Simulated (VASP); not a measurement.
# CdS (Hawleyite) (F-43m) in VASP: further runs, part 2 of 2

VASP 6.6.1. Earlier steps stand in the parts before.

## Step 4: Band structure, PBE0

POSCAR

```
CdS
1.0
    0.0000000000      2.9165000000      2.9165000000
    2.9165000000      0.0000000000      2.9165000000
    2.9165000000      2.9165000000      0.0000000000
Cd S
1 1
Direct
    0.0000000000      0.0000000000      0.0000000000
    0.7500000000      0.7500000000      0.7500000000
```

INCAR.step1

```
SYSTEM = CdS
PREC = Accurate
ENCUT = 520
EDIFF = 1E-5
ISMEAR = 0
SIGMA = 0.02
LREAL = .FALSE.
LASPH = .TRUE.
NELM = 100
ALGO = Normal
ISIF = 2
LWAVE = .TRUE.
LCHARG = .FALSE.
NBANDS = 16
GGA = PE
KPAR = 4
```

INCAR.step2

```
SYSTEM = CdS
PREC = Accurate
ENCUT = 520
EDIFF = 1E-7
ISMEAR = 0
SIGMA = 0.02
LREAL = .FALSE.
LASPH = .TRUE.
NELM = 100
ALGO = Normal
ISIF = 2
LWAVE = .FALSE.
LCHARG = .FALSE.
GGA = PE
LHFCALC = .TRUE.
AEXX = 0.25
PRECFOCK = Fast
NBANDS = 16
ISTART = 1
HFRCUT = -1
KPAR = 4
```

KPOINTS

```
Automatic mesh
0
G
  6 6 6
  0 0 0
```

KPOINTS_OPT

```
path GXWKGLUWLK,UX
12
line-mode
reciprocal
 0.0000000000  0.0000000000  0.0000000000  G
 0.5000000000  0.0000000000  0.5000000000  X

 0.5000000000  0.0000000000  0.5000000000  X
 0.5000000000  0.2500000000  0.7500000000  W

 0.5000000000  0.2500000000  0.7500000000  W
 0.3750000000  0.3750000000  0.7500000000  K

 0.3750000000  0.3750000000  0.7500000000  K
 0.0000000000  0.0000000000  0.0000000000  G

 0.0000000000  0.0000000000  0.0000000000  G
 0.5000000000  0.5000000000  0.5000000000  L

 0.5000000000  0.5000000000  0.5000000000  L
 0.6250000000  0.2500000000  0.6250000000  U

 0.6250000000  0.2500000000  0.6250000000  U
 0.5000000000  0.2500000000  0.7500000000  W

 0.5000000000  0.2500000000  0.7500000000  W
 0.5000000000  0.5000000000  0.5000000000  L

 0.5000000000  0.5000000000  0.5000000000  L
 0.3750000000  0.3750000000  0.7500000000  K

 0.6250000000  0.2500000000  0.6250000000  U
 0.5000000000  0.0000000000  0.5000000000  X
```

Potentials or basis: VASP PAW PBE potentials, release 64 (Cd, S).

Run with:

```console
$ cat potpaw_PBE.64/Cd/POTCAR potpaw_PBE.64/S/POTCAR > POTCAR
$ cp INCAR.step1 INCAR
$ mpirun -np 4 vasp_std > vasp.out
$ cp INCAR.step2 INCAR
$ mpirun -np 4 vasp_std > vasp.out
```

OUTCAR:

```text
SYSTEM = CdS
   PREC = Accurate
   ENCUT = 520
   EDIFF = 1E-7
   ISMEAR = 0
   LREAL = .FALSE.
   LASPH = .TRUE.
   NELM = 100
   ISIF = 2
   GGA = PE
   LHFCALC = .TRUE.
   AEXX = 0.25
   PRECFOCK = Fast
   ISTART = 1

 ion  position               nearest neighbor table
   1  0.000  0.000  0.000-   2 2.53   2 2.53   2 2.53   2 2.53
   2  0.750  0.750  0.750-   1 2.53   1 2.53   1 2.53   1 2.53

  LATTYP: Found a face centered cubic cell.
 ALAT       =     5.8330000000

  Lattice vectors:

 A1 = (   0.0000000000,   2.9165000000,   2.9165000000)
 A2 = (   2.9165000000,   0.0000000000,   2.9165000000)
 A3 = (   2.9165000000,   2.9165000000,   0.0000000000)

Analysis of symmetry for initial positions (statically):
=====================================================================
 Subroutine PRICEL returns:
 Original cell was already a primitive cell.

 Routine SETGRP: Setting up the symmetry group for a
 face centered cubic supercell.

 Subroutine GETGRP returns: Found 24 space group operations
 (whereof 24 operations were pure point group operations)
 out of a pool of 48 trial point group operations.

The static configuration has the point symmetry T_d .
[... 161 lines left out ...]

 E-fermi :   0.4336     XC(G=0):  -7.2196

 val. band max:        0.3011650042   @ k =   0.0000   0.0000   0.0000
 cond. band min:       3.1185406844   @ k =   0.0000   0.0000   0.0000
 fundamental gap:      2.8173756802
 Fermi energy:         0.4336176933

 k-point     1 :       0.0000    0.0000    0.0000
  band No.  band energies     occupation
      1     -13.3335      2.00000
      2      -8.6077      2.00000
      3      -8.6077      2.00000
      4      -8.6077      2.00000
      5      -8.1217      2.00000
      6      -8.1217      2.00000
[... 281 lines left out ...]
      3      -8.3392      2.00000
      4      -8.2039      2.00000
      5      -8.0822      2.00000
      6      -7.4812      2.00000
[... 8 lines left out ...]
     15      15.7245      0.00000
     16      15.7817      0.00000

------------------------ aborting loop because EDIFF is reached ----------------------------------------

  FORCE on cell =-STRESS in cart. coord.  units (eV):
  Direction    XX          YY          ZZ          XY          YZ          ZX
  --------------------------------------------------------------------------------------
  -------------------------------------------------------------------------------------
  Total        0.5823015      0.5823015      0.5823015      0.0000000      0.0000000     -0.0000000
  in kB       18.8036679     18.8036679     18.8036679      0.0000000      0.0000000     -0.0000000
  external PRESSURE =      18.8036679 kB  Pullay stress =       0.0000000 kB

 VOLUME and BASIS-vectors are now :
 -----------------------------------------------------------------------------
  energy-cutoff  :      520.00
  volume of cell :       49.62
      direct lattice vectors                 reciprocal lattice vectors
     0.000000000  2.916500000  2.916500000    -0.171438368  0.171438368  0.171438368
     2.916500000  0.000000000  2.916500000     0.171438368 -0.171438368  0.171438368
     2.916500000  2.916500000  0.000000000     0.171438368  0.171438368 -0.171438368

 POSITION                                       TOTAL-FORCE (eV/Angst)
 -----------------------------------------------------------------------------------
      0.00000      0.00000      0.00000         0.000000      0.000000      0.000000
      4.37475      4.37475      4.37475        -0.000000     -0.000000     -0.000000
 -----------------------------------------------------------------------------------
    total drift:                               -0.000015     -0.000017     -0.000010

  FREE ENERGIE OF THE ION-ELECTRON SYSTEM (eV)
  ---------------------------------------------------
  free  energy   TOTEN  =        -8.1669933304 eV

  energy  without entropy=       -8.1669933304  energy(sigma->0) =       -8.16699333
```

It took 24 min on 4 MPI ranks of Intel Xeon Platinum 8488C (Sapphire Rapids), shared host; peak memory 0.28 GiB.

What came out:

```
Free energy             : -8.1670 eV
Pressure                : 1.9 GPa
Band gap on the k mesh  : 2.82 eV, direct
Band gap along the path : 2.82 eV, direct
```

Levels at the corners of the path, in eV from the valence-band top:
```csv
point,band 7,band 8,band 9,band 10,band 11,band 12
Γ,0.00,0.00,0.00,2.82,8.43,8.43
X,-4.28,-2.05,-2.05,5.13,6.18,11.28
X,-4.28,-2.05,-2.05,5.13,6.18,11.28
W,-4.18,-2.45,-2.43,7.12,7.52,9.18
W,-4.18,-2.45,-2.43,7.12,7.52,9.18
K,-4.23,-2.77,-1.67,5.94,7.39,10.40
K,-4.23,-2.77,-1.67,5.94,7.39,10.40
Γ,0.00,0.00,0.00,2.82,8.43,8.43
Γ,0.00,0.00,0.00,2.82,8.43,8.43
L,-4.77,-0.82,-0.82,4.80,8.88,8.88
L,-4.77,-0.82,-0.82,4.80,8.88,8.88
U,-4.23,-2.77,-1.67,5.94,7.39,10.40
U,-4.23,-2.77,-1.67,5.94,7.39,10.40
W,-4.18,-2.45,-2.43,7.12,7.52,9.18
W,-4.18,-2.45,-2.43,7.12,7.52,9.18
L,-4.77,-0.82,-0.82,4.80,8.88,8.88
L,-4.77,-0.82,-0.82,4.80,8.88,8.88
K,-4.23,-2.77,-1.67,5.94,7.39,10.40
U,-4.23,-2.77,-1.67,5.94,7.39,10.40
X,-4.28,-2.05,-2.05,5.13,6.18,11.28
```

Caveat: the PAW data sets were made with another functional, which shifts forces and pressure a little.

## Step 5: The runs side by side

```csv
level,screening parameter,exchange at q = 0,gap on the mesh (eV),pressure (GPa)
HSE06,0.2 1/A,-,2.19,2.0
HSE03,-,-,1.98,2.2
PBE0,-,truncated,2.82,1.9
```

Alike in all rows: task band structure; potentials or basis VASP PAW PBE potentials, release 64 (Cd, S); no spin polarisation; cell as given; k mesh 6 × 6 × 6; cutoff (eV) 520; smearing gaussian 0.02 eV.

On the cell as given the gap runs from 1.98 eV (HSE03) to 2.82 eV (PBE0). The pressure there spans 1.9 GPa (PBE0) to 2.2 GPa (HSE03); a positive pressure means that this level wants a larger cell, a negative one a smaller.

Caveats: the PAW data sets were made with another functional, which shifts forces and pressure a little.

Absolute energies hang on the potentials; compare differences alone.
